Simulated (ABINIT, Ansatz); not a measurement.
# BaS (Fm-3m): third-order response

Which lines does BaS (Fm-3m) show in Raman and infrared spectra?

Program: ABINIT 10.8.3. Level of theory: DFT LDA, scalar-relativistic, plane waves, PseudoDojo norm-conserving pseudopotentials. Results are calculated unless marked as measured.

Report form: the programs' logs are mostly left out.

## Step 1: Set-up

The structure is cubic, space group Fm-3m (No. 225). Conventional cell: a = 6.388 Å, b = 6.388 Å, c = 6.388 Å, α = 90.00°, β = 90.00°, γ = 90.00°. Nearest to Ba lie 6 S at 3.19 Å. Nearest to S lie 6 Ba at 3.19 Å. Farther neighbours and most contacts between anions are not listed.

Coordinates:

```cif
data_structure
_symmetry_space_group_name_H-M 'Fm-3m'
_symmetry_Int_Tables_number 225
_cell_length_a 6.3875
_cell_length_b 6.3875
_cell_length_c 6.3875
_cell_angle_alpha 90.000
_cell_angle_beta 90.000
_cell_angle_gamma 90.000
_cell_volume 260.61
loop_
_atom_site_label
_atom_site_type_symbol
_atom_site_symmetry_multiplicity
_atom_site_Wyckoff_symbol
_atom_site_fract_x
_atom_site_fract_y
_atom_site_fract_z
_atom_site_occupancy
Ba1 Ba 4 a 0.00000 0.00000 0.00000 1
S1 S 4 b 0.00000 0.50000 0.00000 1
```

## Step 2: A first look

A first run with smearing and empty bands tells whether the crystal has a gap, which decides between fixed occupations and smearing later on.

probe.abi

```
# ground state
tolvrs 1.0d-08
prtden 1
prtwf 1

# basis, mesh and filling
ecut 21.5
ngkpt 6 6 6
nshiftk 1
shiftk 0.0 0.0 0.0
istwfk *1
occopt 7
tsmear 0.005
nband 14
nstep 100
diemac 9.0
prtebands 0
prtgsr 0

# cell and atoms
acell 8.53522123 8.53522123 8.53522123
rprim 
    -0.7071067812 0.0 0.7071067812
    0.0 0.7071067812 0.7071067812
    -0.7071067812 0.7071067812 0.0
ntypat 2
znucl 56 16
natom 2
typat 1 2
xred 
    0.0 0.0 0.0
    0.5 0.5 0.5
pp_dirpath "./pseudo"
pseudos "Ba.upf, S.upf"
```

Started as:

```console
OMP_NUM_THREADS=1 mpirun -n 2 abinit probe.abi > probe.log
```

Elapsed: 13 s, on 2 MPI ranks of Arm Neoverse N1, shared host.

Read from the output:

```
volume per atom   : 32.58 Å³
pressure          : -2.225 GPa
gap on the k-mesh : 1.948 eV
```

A gap of 1.9 eV opens on this mesh, so the crystal is taken as an insulator; the printed pressure holds the stress of the finite basis too.

## Step 3: Relaxation

Frequencies change by per cents with a per cent of volume, so the structure is first brought to rest at this level of theory.

relax.abi

```
# relaxation
ionmov 2
optcell 2
ecutsm 0.5
dilatmx 1.08
ntime 40
tolmxf 1.0d-05
tolvrs 1.0d-14
prtwf 0
prtden 0
chksymtnons 0

# basis, mesh and filling
ecut 21.5
ngkpt 6 6 6
nshiftk 1
shiftk 0.0 0.0 0.0
istwfk *1
occopt 1
nband 8
nstep 100
diemac 9.0
prtebands 0
prtgsr 0

# cell and atoms
acell 8.53522123 8.53522123 8.53522123
rprim 
    -0.7071067812 0.0 0.7071067812
    0.0 0.7071067812 0.7071067812
    -0.7071067812 0.7071067812 0.0
ntypat 2
znucl 56 16
natom 2
typat 1 2
xred 
    0.0 0.0 0.0
    0.5 0.5 0.5
pp_dirpath "./pseudo"
pseudos "Ba.upf, S.upf"
```

Started as:

```console
OMP_NUM_THREADS=1 mpirun -n 2 abinit relax.abi > relax.log
```

Run time: 48 s. Hardware: 2 MPI ranks; 96 s of CPU time.

Relaxation path:

| step | energy less that of the first step (eV) | largest force (eV/Å) | volume (Å³) |
| --- | --- | --- | --- |
| 1 | 0.0000 | 0.0000 | 65.15 |
| 2 | -0.0056 | 0.0000 | 64.72 |
| 3 | -0.0219 | 0.0000 | 61.87 |
| 4 | -0.0220 | 0.0000 | 62.09 |
| 5 | -0.0220 | 0.0000 | 62.08 |

| conventional cell, symmetrised | before | after | change |
| --- | --- | --- | --- |
| a (Å) | 6.388 | 6.285 | -1.6 % |
| b (Å) | 6.388 | 6.285 | -1.6 % |
| c (Å) | 6.388 | 6.285 | -1.6 % |
| volume (Å³/atom) | 32.58 | 31.04 | -4.7 % |

Final coordinates:

```xyz
2
Lattice="-3.1427 0.0000 3.1427 0.0000 3.1427 3.1427 -3.1427 3.1427 0.0000" Properties=species:S:1:pos:R:3 pbc="T T T"
Ba    0.0000    0.0000    0.0000
S    -3.1427    3.1427    3.1427
```

Read from the output:

```
volume per atom : 31.04 Å³
pressure        : -7.44e-5 GPa
```

The volume changes by -4.7 % in this run and stands -4.7 % from the first cell.

## Step 4: Ground state

The response is built on these wavefunctions, so the potential is converged far more tightly than an energy would need. The mesh is shifted off Γ, since shifted meshes converge sums over the zone faster.

gs.abi

```
# ground state
tolvrs 1.0d-16
prtden 1
prtwf 1

# basis, mesh and filling
ecut 21.5
ngkpt 4 4 4
nshiftk 4
shiftk 
    0.5 0.5 0.5
    0.5 0.0 0.0
    0.0 0.5 0.0
    0.0 0.0 0.5
istwfk *1
occopt 1
nband 8
nstep 100
diemac 9.0
prtebands 0
prtgsr 0

# cell and atoms
acell 8.398720557 8.398720557 8.398720557
rprim 
    -0.7071067812 0.0 0.7071067812
    0.0 0.7071067812 0.7071067812
    -0.7071067812 0.7071067812 0.0
ntypat 2
znucl 56 16
natom 2
typat 1 2
xred 
    0.0 0.0 0.0
    0.5 0.5 0.5
pp_dirpath "./pseudo"
pseudos "Ba.upf, S.upf"
```

Started as:

```console
OMP_NUM_THREADS=1 mpirun -n 2 abinit gs.abi > gs.log
```

The job ended after 7.9 s (2 MPI ranks; 16 s of CPU time).

Numbers from this step:

| Item | Value |
| --- | --- |
| pressure | -0.05601 GPa |

The cell stands at -0.056 GPa, close enough for phonons.

## Step 5: The gap at rest

Empty bands on the ground state's density check that the gap assumed so far is there in this cell.

gap.abi

```
# empty bands on the ground state's density
iscf -2
getden_filepath "gso_DEN"
tolwfr 1.0d-12
nbdbuf 2
prtwf 0

# basis, mesh and filling
ecut 21.5
ngkpt 6 6 6
nshiftk 1
shiftk 0.0 0.0 0.0
istwfk *1
occopt 1
nband 12
nstep 100
diemac 9.0
prtebands 0
prtgsr 0

# cell and atoms
acell 8.398720557 8.398720557 8.398720557
rprim 
    -0.7071067812 0.0 0.7071067812
    0.0 0.7071067812 0.7071067812
    -0.7071067812 0.7071067812 0.0
ntypat 2
znucl 56 16
natom 2
typat 1 2
xred 
    0.0 0.0 0.0
    0.5 0.5 0.5
pp_dirpath "./pseudo"
pseudos "Ba.upf, S.upf"
```

Started as:

```console
OMP_NUM_THREADS=1 mpirun -n 2 abinit gap.abi > gap.log
```

Elapsed: 8.9 s, on 2 MPI ranks; 18 s of CPU time.

Read from the output:

```yaml
gap_on_the_k_mesh: 1.863 eV
```

In this cell the gap on the mesh is 1.9 eV, indirect (smallest direct 2.0 eV), so fixed occupations hold.

## Step 6: Zone-centre response

The derivative of the wavefunctions by k comes first, since the response to a field is built on it; then the field and the displacements that symmetry doesn't supply are solved at q = 0. By the 2n+1 theorem the first-order wavefunctions also give third derivatives: Raman tensors and the non-linear susceptibility.

It reads the wavefunctions written in step 4.

dfpt_gamma.abi

```
ndtset 3

# common to the responses
getwfk_filepath "gso_WFK"
kptopt 2
nqpt 1
qpt 0.0 0.0 0.0
asr 0
chneut 0

# d/dk
rfelfd1 2
rfdir1 1 1 1
iscf1 -3
tolwfr1 1.0d-20

# displacements, field
rfphon2 1
rfatpol2 1 2
rfdir2 1 1 1
rfelfd2 3
getddk2 1
tolvrs2 1.0d-10
prepanl2 1
prtden2 1

# third order
optdriver3 5
getden_filepath3 "gso_DEN"
get1den3 2
get1wf3 2
getddk3 1
d3e_pert1_elfd3 1
d3e_pert1_phon3 1
d3e_pert1_atpol3 1 2
d3e_pert1_dir3 1 1 1
d3e_pert2_elfd3 1
d3e_pert2_dir3 1 1 1
d3e_pert3_elfd3 1
d3e_pert3_dir3 1 1 1
usepead3 1
tolvrs3 1.0d-10

# basis, mesh and filling
ecut 21.5
ngkpt 4 4 4
nshiftk 4
shiftk 
    0.5 0.5 0.5
    0.5 0.0 0.0
    0.0 0.5 0.0
    0.0 0.0 0.5
istwfk *1
occopt 1
nband 8
nstep 100
diemac 9.0
prtebands 0
prtgsr 0

# cell and atoms
acell 8.398720557 8.398720557 8.398720557
rprim 
    -0.7071067812 0.0 0.7071067812
    0.0 0.7071067812 0.7071067812
    -0.7071067812 0.7071067812 0.0
ntypat 2
znucl 56 16
natom 2
typat 1 2
xred 
    0.0 0.0 0.0
    0.5 0.5 0.5
pp_dirpath "./pseudo"
pseudos "Ba.upf, S.upf"
```

Started as:

```console
OMP_NUM_THREADS=1 mpirun -n 2 abinit dfpt_gamma.abi > dfpt_gamma.log
```

Wall time 7.3 min (2 MPI ranks).

Numbers from this step:

```yaml
miss_of_the_charge_sum_rule: 0.03632 e
largest_acoustic_frequency_at_the_zone_centre_before_the_sum_rule: 0.16 cm⁻¹
highest_optical_zone_centre_mode_no_lo_to_term: 154.1 cm⁻¹
lowest_optical_zone_centre_mode: 154.1 cm⁻¹
mean_high_frequency_dielectric_constant: 5.106
largest_born_charge_in_size_third_of_the_trace: 2.626 e
```

Born charge (rows field, columns displacement), before the sum rule (e), principal values of the symmetric part by kind of site:

| atom | atoms with these values | low | middle | high | mean |
| --- | --- | --- | --- | --- | --- |
| Ba1 | 1 | 2.63 | 2.63 | 2.63 | 2.63 |
| S2 | 1 | -2.59 | -2.59 | -2.59 | -2.59 |

In full for S2:

```
-2.59  0.00  0.00
 0.00 -2.59  0.00
 0.00  0.00 -2.59
```

High-frequency dielectric tensor:

```
5.11 0.00 0.00
0.00 5.11 0.00
0.00 0.00 5.11
```

The acoustic modes at Γ come out as far as 0.2 cm⁻¹ from zero, where they should vanish, a small numerical error; the Born charges miss their sum rule by 0.036 e, which is fair.

## Step 7: Modes with the sum rule

anaddb reads the merged derivatives, imposes the acoustic sum rule and charge neutrality, and adds the LO-TO term along chosen directions.

anaddb.abi

```
ddb_filepath "gamma_DDB"
output_file "anaddb.abo"
outdata_prefix "anaddb"
asr 1
chneut 1
enunit 2
eivec 1
nph1l 1
qph1l 0.0 0.0 0.0 1.0
dieflag 1
nph2l 3
qph2l 
    1.0 0.0 0.0 0.0
    0.0 0.0 1.0 0.0
    1.0 1.0 1.0 0.0
nlflag 1
ramansr 1
alphon 1
prtmbm 1
```

mrgddb.in

```
gamma_DDB
merged
3
dfpt_gammao_DS2_DDB
dfpt_gammao_DS3_DDB
gso_DDB
```

Started as:

```console
mrgddb < mrgddb.in > mrgddb.log
OMP_NUM_THREADS=1 anaddb anaddb.abi > anaddb.log
```

It took 1.5 s on 1 thread.

This step gave:

- mean static dielectric constant: 13.85
- highest mode moved by the LO-TO term: 253.7 cm⁻¹

No LO-TO term; unit eigenvectors of the mass-weighted matrix, from anaddb's displacements. The modes at Γ (shares of kinetic energy by element, %):

| mode | frequency (cm⁻¹) | symmetry | Ba % | S % |
| --- | --- | --- | --- | --- |
| 1 | 0.0 | acoustic | 81 | 19 |
| 2 | 0.0 | acoustic | 81 | 19 |
| 3 | 0.0 | acoustic | 81 | 19 |
| 4 | 154.0 | T1u | 19 | 81 |
| 5 | 154.0 | T1u | 19 | 81 |
| 6 | 154.0 | T1u | 19 | 81 |

Displacements in mode 4 (154.0 cm⁻¹), the largest set to 1:
```
Ba1  0.00  0.00  0.23
S2   0.00  0.00 -1.00
```

Trace of the oscillator strength, degenerate modes summed. Infrared lines, with heights relative to the strongest:

| position (cm⁻¹) | lines merged | IR intensity, relative |
| --- | --- | --- |
| 154 | 3 | 100 |

Static dielectric tensor (ions relaxed, fixed cell):

```
13.85  0.00  0.00
 0.00 13.85  0.00
 0.00  0.00 13.85
```

The rule moves no optical mode by more than 0.1 cm⁻¹.

## Step 8: Sum rules set otherwise (asr 0)

Without the rule the raw error of the acoustic modes shows.

anaddb.abi: that of step 7 with these lines changed.

```diff
@@ -3,4 +3,4 @@
 outdata_prefix "anaddb"
-asr 1
-chneut 1
+asr 0
+chneut 0
 enunit 2
```

mrgddb.in is that of step 7.

Elapsed: 1.5 s, on 1 thread.

This step gave:

- mean static dielectric constant: 13.77

Zone-centre frequencies as printed; negative means imaginary. Modes:

| mode | frequency (cm⁻¹) |
| --- | --- |
| 1 | 0.16 |
| 2 | 0.16 |
| 3 | 0.16 |
| 4 | 154.1 |
| 5 | 154.1 |
| 6 | 154.1 |

## Step 9: A second program

The same cell goes through another code at the same cutoff. The files are of one family, but Ansatz's library holds files of its own making for some heavy elements, so those for Ba may differ. Its k mesh is centred on Γ.

This step: DFT LDA, scalar-relativistic, plane waves, norm-conserving pseudopotentials of its library (PseudoDojo's, some remade) (Ansatz 0.2.0).

input.yaml

```yaml
crystal:
  lattice:
    - [-3.1426735237, 0.0, 3.1426735237]
    - [0.0, 3.1426735237, 3.1426735237]
    - [-3.1426735237, 3.1426735237, 0.0]
  atoms:
    - { symbol: Ba, position: [0.0, 0.0, 0.0] }
    - { symbol: S, position: [0.5, 0.5, 0.5] }
kpoints:
  mp_grid: { grid: [6, 6, 6] }
hamiltonian:
  xc: lda
  pseudopotentials: { kind: nc, accuracy: standard }
scf:
  occupations: { method: fixed }
output:
  eigenvalues: true
basis:
  ecutwfc: 585.045
phonons:
  method: dfpt
  dielectric: true
  rigid_motions: translations
  raman: true
```

Started as:

```console
ansatz run input.yaml --threads 2 --pin off --max-ram 4096MiB --backend cpu --events-out ev --progress --plain --runs-dir out
```

Run time: 4 min. Hardware: 2 threads; peak memory 0.89 GiB; 7.9 min of CPU time.

Read from the output:

```
gap on the k-mesh                                : 1.927 eV
sum-rule residual before enforcement             : 4.73e-4 eV/Å²
miss of the charge sum rule                      : 8.09e-4 e
estimated error of the dielectric tensor         : 0.01260
estimated error of the Born charges              : 0.01103 e
highest optical zone-centre mode (no LO-TO term) : 148.8 cm⁻¹
lowest optical zone-centre mode                  : 148.8 cm⁻¹
mean high-frequency dielectric constant          : 5.110
mean static dielectric constant                  : 14.61
highest mode moved by the LO-TO term             : 251.6 cm⁻¹
```

Transverse modes. Lines of the infrared spectrum (strongest = 100):

| position (cm⁻¹) | label | IR intensity ((D/Å)²/amu), degenerate modes summed, relative |
| --- | --- | --- |
| 149 | T1u | 100 |

## Step 10: Side by side: ABINIT PseudoDojo and Ansatz, library NC

Numbers from this step:

| Item | Value |
| --- | --- |
| root-mean-square difference | 5.2 cm⁻¹ |
| largest difference | 5.2 cm⁻¹ |

Optical modes, paired by symmetry label. Frequencies side by side, by row:

| q (reciprocal lattice) | mode | ABINIT PseudoDojo (cm⁻¹) | Ansatz, library NC (cm⁻¹) |
| --- | --- | --- | --- |
| 0 0 0 | 4 | 154 | 148.8 |
| 0 0 0 | 5 | 154 | 148.8 |
| 0 0 0 | 6 | 154 | 148.8 |

The two runs side by side. Further quantities:

| quantity | ABINIT PseudoDojo | Ansatz, library NC |
| --- | --- | --- |
| mean ε∞ | 5.106 | 5.11 |
| largest Born charge in size (e; the first before, the second after the charge sum rule) | 2.626 | 2.626 |
| summed IR intensity ((D/Å)²/amu) | 18.11 | 18.36 |
| summed Raman activity (Å⁴/amu) | 0 | 0 |

At the zone centre the largest difference (acoustic modes at Γ apart) is 3 % of the highest mode.

## Step 11: Summary of results

```json
{
  "space group after relaxation": "Fm-3m",
  "volume per atom": "31.0 Å³",
  "highest optical zone-centre mode (no LO-TO term)": "154.1 cm⁻¹",
  "highest mode moved by the LO-TO term": "253.7 cm⁻¹",
  "mean high-frequency dielectric constant": "5.11",
  "largest Born charge in size (third of the trace)": "2.63 e",
  "mean static dielectric constant": "13.8",
  "imaginary optical modes at the zone centre (no q mesh in this session)": "none",
  "largest difference from Ansatz, library NC": "5.2 cm⁻¹"
}
```

**Reading.** No mode is Raman active in this structure; the strongest infrared line lies at 154 cm⁻¹. At the LDA level the optical modes of BaS (Fm-3m) at the zone centre (no LO-TO term) lie at 154 cm⁻¹. Along the directions run, the highest mode that the macroscopic field moves lies at 254 cm⁻¹. Lattice motion raises the mean dielectric constant from 5.106 to 13.85. The Born charge of Ba is 2.626 e against a formal charge of +2, somewhat above it. The Lyddane-Sachs-Teller relation holds: (ωLO/ωTO)² is 2.71 and ε₀/ε∞ is 2.71. ABINIT PseudoDojo and Ansatz, library NC differ by 5.2 cm⁻¹ in the root mean square and by 5.2 cm⁻¹ at most, 3.4 % of the highest mode compared (acoustic modes at Γ left out); the two use different potentials, and the cell was not relaxed for the second set. These are harmonic frequencies at zero temperature: anharmonic shifts and linewidths and thermal expansion are left out. Spin-orbit coupling is left out, which can matter for the heavy elements here. Ansatz warns that the cutoff lies 24 % under the one recommended for these files; agreement at one cutoff is not convergence. The total energies of the two programs lie far apart, so at least one potential file in Ansatz's library differs from the published one read by the first program.

[Host names and launcher messages were left out of these logs when they were recorded.]

[Logs are printed without paths, hosts, clocks, repeated set-up lines and the standing remarks that a program may print on its own settings, such as how far it seeks lower states.]

[Hosts, paths, dates, database ids (printed as entryN), source tags and the programs' standing remarks are cut or masked in the printed files.]
